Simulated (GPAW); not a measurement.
**Zr: single point with PBEsol**

Zr:

```xyz
2
Lattice="3.2320 0.0000 0.0000 -1.6160 2.7990 0.0000 0.0000 0.0000 5.1470" Properties=species:S:1:pos:R:3 pbc="T T T"
Zr    1.5928    0.9479    3.8560
Zr    0.0189    1.9105    1.2588
```

The cell isn't the ideal one: atoms moved at random, drawn with an rms of 0.05 Å.

| Item | Value |
| --- | --- |
| Program | GPAW 26.7.0 |
| Task | single point |
| Functional | PBEsol |
| Potentials or basis | PAW data sets generated in the run's folder for this functional |
| Cutoff | 600 eV |
| Basis | pw |
| k mesh | 9 × 9 × 5 |
| Occupations | fermi-dirac, width 0.05 eV |
| Spin | no spin polarisation |

```json
{
  "Pressure": "-3.6 GPa",
  "Largest force": "0.096 eV/Å",
  "Band gap on the k mesh": "none (metal or under the smearing width)"
}
```

Forces on the atoms (eV/Å):
```
Zr   0.035  0.024 -0.086
Zr  -0.035 -0.024  0.086
```

Stress tensor (GPa, compression positive):
```
-4.02 -0.27 -0.01
-0.27 -3.63  0.00
-0.01  0.00 -3.03
```

Levels at points of the mesh, in eV from the Fermi level:
```tsv
k point	band 8	band 9	band 10	band 11	band 12	band 13	band 14	band 15	band 16	band 17
(0.00, 0.00, 0.00)	-26.28	-5.68	-3.04	0.82	0.88	0.96	1.19	1.51	1.58	2.01
```

It took 2.2 min on 1 thread of Arm Neoverse V1 (shared host), peak memory 0.31 GiB.
